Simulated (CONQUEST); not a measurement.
**HfC: equation of state with PBE**

The system is HfC.

```
CELL_PARAMETERS angstrom
3.28805 0.00000 0.00000
0.00000 3.28805 0.00000
0.00000 0.00000 4.65000
ATOMIC_POSITIONS crystal
Hf 0.00000 0.00000 0.50000
Hf 0.50000 0.50000 0.00000
C 0.00000 0.00000 0.00000
C 0.50000 0.50000 0.50000
```

```
Program             : CONQUEST 1.3
Task                : equation of state
Functional          : PBE
Potentials or basis : PseudoDojo NC PBE, DZP, grid of 32 × 32 × 48 points
k mesh              : 8 × 8 × 6
Occupations         : fermi-dirac, width 0.05 eV
Spin                : no spin polarisation
Solver              : diagonalisation
SCF tolerance       : 1e-06
```

```yaml
Equilibrium_volume: 12.64 Å³/atom
Bulk_modulus: 241 GPa
Pressure_derivative_of_the_bulk_modulus: "3.4 (rough: it moves with the points fitted)"
```

Energy against volume, from the lowest point:
```tsv
volume (Å³/atom)	energy (meV/atom)
11.814	44.47
12.065	20.83
12.317	5.58
12.568	0.00
12.819	1.46
13.071	9.62
13.322	25.07
```

All runs of the series together: 31 min on 1 thread of AMD EPYC 7R13 Processor (Zen 3), on a shared host.

Caveat: the DZP basis gives volumes some 2 % larger than converged bases do, and moduli off by several per cent; the basis of atomic orbitals isn't converged, which shifts pressures, moduli and gaps. PBE usually gives volumes a little too large and moduli too small.
